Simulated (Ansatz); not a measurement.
## Molecular dynamics of WC

The input (input.yaml):

```yaml
accuracy: low
crystal:
  lattice:
    - [-2.950599, -5.110587, 0.0]
    - [4.425898, -2.555293, 0.0]
    - [0.0, 0.0, 5.755853]
  atoms:
    - { symbol: W, position: [0.74095471, 0.50965408, 0.01424807] }
    - { symbol: C, position: [0.4520794, 0.65926615, 0.3151456] }
    - { symbol: W, position: [0.73525054, 0.49004706, 0.497076] }
    - { symbol: C, position: [0.5099707, 0.68657954, 0.75235722] }
    - { symbol: W, position: [0.4883135, -0.02521984, 0.04818974] }
    - { symbol: C, position: [0.24636991, 0.13099633, 0.2798864] }
    - { symbol: W, position: [0.46306533, -0.02091793, 0.52274184] }
    - { symbol: C, position: [0.24255363, 0.16260302, 0.78945927] }
    - { symbol: W, position: [0.25140137, 0.49355295, 0.0107096] }
    - { symbol: C, position: [-0.03969135, 0.67351552, 0.26140802] }
    - { symbol: W, position: [0.23513708, 0.44468509, 0.52291604] }
    - { symbol: C, position: [-0.02121463, 0.64878629, 0.75519891] }
    - { symbol: W, position: [-0.03326895, 0.00425841, 0.02913944] }
    - { symbol: C, position: [0.71747982, 0.1213245, 0.27633864] }
    - { symbol: W, position: [-0.00482109, -0.02200001, 0.53563405] }
    - { symbol: C, position: [0.73911626, 0.16696918, 0.75777977] }
basis:
  ecutwfc: 420.0
kpoints:
  mp_grid: { grid: [3, 3, 3] }
hamiltonian:
  xc: pbe
  pseudopotentials: { kind: paw, azcp: { folder: soft_1 } }
scf:
  occupations: { method: fermi_dirac, width: 0.17 }
  lower_state_search: "off"
md:
  timestep: 1.5
  n_steps: 150
  ensemble: npt_langevin
  temperature: 1400.0
  initial_velocities: maxwell_boltzmann
  seed: 194990
  friction: 0.01
  pressure: 10.0
  fix_cell: [angles]
```

Command:

```bash
$ ansatz run input.yaml --threads 2 --pin off --max-ram 5120MiB --backend cpu --events-out ev --progress --plain --runs-dir out
```

It goes on from the last frame of an earlier run, with new velocities.

Output, in part (step lines):

```
md step     0: t =     0.00 fs  T =  1312.5 K  F+E_penalty+E_count = -85092.89125753 eV  E_kin = 2.714460 eV  conserved = -85079.96438054 eV  P_inst = 0.8865 GPa  V = 173.5884 Å³  selection 1  (9 SCF iters)
md step     1: t =     1.50 fs  T =  1573.3 K  F+E_penalty+E_count = -85093.23941755 eV  E_kin = 3.253797 eV  conserved = -85079.96653485 eV  P_inst = 0.3868 GPa  V = 173.5471 Å³  selection 1  (7 SCF iters)
md step     2: t =     3.00 fs  T =  1652.5 K  F+E_penalty+E_count = -85093.60947116 eV  E_kin = 3.417698 eV  conserved = -85079.96701441 eV  P_inst = -0.3100 GPa  V = 173.4697 Å³  selection 1  (7 SCF iters)
md step     3: t =     4.50 fs  T =  1859.3 K  F+E_penalty+E_count = -85093.96801873 eV  E_kin = 3.845364 eV  conserved = -85079.96929639 eV  P_inst = -0.7382 GPa  V = 173.3615 Å³  selection 1  (7 SCF iters)
md step     4: t =     6.00 fs  T =  1978.2 K  F+E_penalty+E_count = -85094.25254860 eV  E_kin = 4.091268 eV  conserved = -85079.97108565 eV  P_inst = -1.0361 GPa  V = 173.2188 Å³  selection 1  (7 SCF iters)
md step     5: t =     7.50 fs  T =  2100.2 K  F+E_penalty+E_count = -85094.44324179 eV  E_kin = 4.343600 eV  conserved = -85079.97317368 eV  P_inst = -1.0219 GPa  V = 173.0370 Å³  selection 1  (5 SCF iters)
md step     6: t =     9.00 fs  T =  2071.2 K  F+E_penalty+E_count = -85094.52929192 eV  E_kin = 4.283514 eV  conserved = -85079.97278443 eV  P_inst = -0.8573 GPa  V = 172.8142 Å³  selection 1  (5 SCF iters)
md step     7: t =    10.50 fs  T =  2134.0 K  F+E_penalty+E_count = -85094.49559599 eV  E_kin = 4.413513 eV  conserved = -85079.97352989 eV  P_inst = -0.2804 GPa  V = 172.5775 Å³  selection 1  (6 SCF iters)
[... lines left out ...]
```

The steps, from the saved trajectory:

| time (fs) | T (K) | potential energy less start (eV) | conserved less start (meV/atom) | P (GPa) | volume (Å³) |
| --- | --- | --- | --- | --- | --- |
| 0.0 | 1312 | 0.000 | 0.00 | 0.9 | 173.6 |
| 7.5 | 2100 | -1.552 | -0.55 | -1.0 | 173.0 |
| 15.0 | 1795 | -0.872 | -0.23 | 2.6 | 171.7 |
| 22.5 | 1168 | 0.010 | 0.39 | 8.2 | 169.6 |
| 30.0 | 1908 | -1.471 | -0.48 | 11.4 | 167.3 |
| 37.5 | 1778 | -1.504 | -0.16 | 18.1 | 164.6 |
| 45.0 | 1318 | -0.724 | 0.31 | 24.8 | 162.5 |
| 52.5 | 1603 | -1.306 | 0.13 | 25.2 | 161.9 |
| 60.0 | 2417 | -2.036 | -0.59 | 23.2 | 162.4 |
| 67.5 | 1943 | -0.978 | -0.15 | 21.4 | 163.6 |
| 75.0 | 1621 | -0.541 | 0.00 | 16.9 | 165.6 |
| 82.5 | 1839 | -1.487 | -0.27 | 10.4 | 167.7 |
| 90.0 | 2091 | -1.612 | -0.67 | 5.6 | 169.4 |
| 97.5 | 1064 | 0.014 | 0.36 | 4.1 | 171.0 |
| 105.0 | 1170 | -0.582 | 0.06 | 0.9 | 172.2 |
| 112.5 | 1661 | -1.832 | -0.39 | -1.3 | 172.6 |
| 120.0 | 1303 | -1.426 | 0.11 | 2.3 | 171.5 |
| 127.5 | 1292 | -1.490 | 0.40 | 6.6 | 169.4 |
| 135.0 | 2007 | -2.569 | -0.19 | 10.0 | 167.1 |
| 142.5 | 2116 | -2.176 | -0.06 | 15.6 | 165.2 |
| 150.0 | 1423 | -1.141 | 0.37 | 19.0 | 164.6 |
| 157.5 | 1590 | -1.248 | -0.11 | 18.9 | 164.5 |
| 165.0 | 1540 | -1.033 | -0.05 | 16.9 | 165.0 |
| 172.5 | 1203 | -0.577 | 0.08 | 13.7 | 166.4 |
| 180.0 | 1354 | -0.590 | -0.08 | 11.2 | 168.0 |
| 187.5 | 1451 | -0.498 | 0.06 | 10.0 | 169.2 |
| 195.0 | 1551 | -0.819 | 0.05 | 7.5 | 170.3 |
| 202.5 | 1591 | -1.603 | -0.16 | 4.9 | 170.5 |
| 210.0 | 1437 | -1.494 | -0.13 | 5.8 | 170.0 |
| 217.5 | 1191 | -1.150 | 0.27 | 7.9 | 169.2 |
| 225.0 | 1423 | -1.887 | 0.08 | 8.8 | 168.2 |

The run went to its last step. The conserved energy stayed within 0.78 meV per atom of its start (net change 0.076 meV per atom), so the integration is sound. A run of 0.23 ps of so small a system gives no equilibrium averages. Limits of this set-up: coarse k mesh, low accuracy level. The cell's volume went from 174 to 168 Å³.

Mean squared displacements from the first frame to the last, about the centre of mass, the cell's change included: W 0.04 Å², C 0.07 Å².

Last frame:

```xyz
16
Lattice="-2.9485 -5.1069 0.0000 4.3269 -2.4981 0.0000 0.0000 0.0000 5.7100" Properties=species:S:1:pos:R:3
W -0.308 -4.795 0.007
C 1.118 -4.016 1.411
W -0.182 -4.873 2.783
C 1.259 -4.068 4.374
W -1.632 -2.288 -0.025
C -0.095 -1.495 1.444
W -1.783 -2.352 2.739
C -0.274 -1.365 4.257
W 1.204 -2.363 0.151
C 2.555 -1.471 1.494
W 1.215 -2.320 2.874
C 2.811 -1.438 4.308
W -0.246 0.248 0.013
C -1.596 -4.003 1.367
W -0.151 0.248 2.904
C -1.555 -3.978 4.218
```

Time of the run: 22 min on 2 threads of Arm Neoverse V2, with other jobs on the host, peak memory 0.83 GiB.
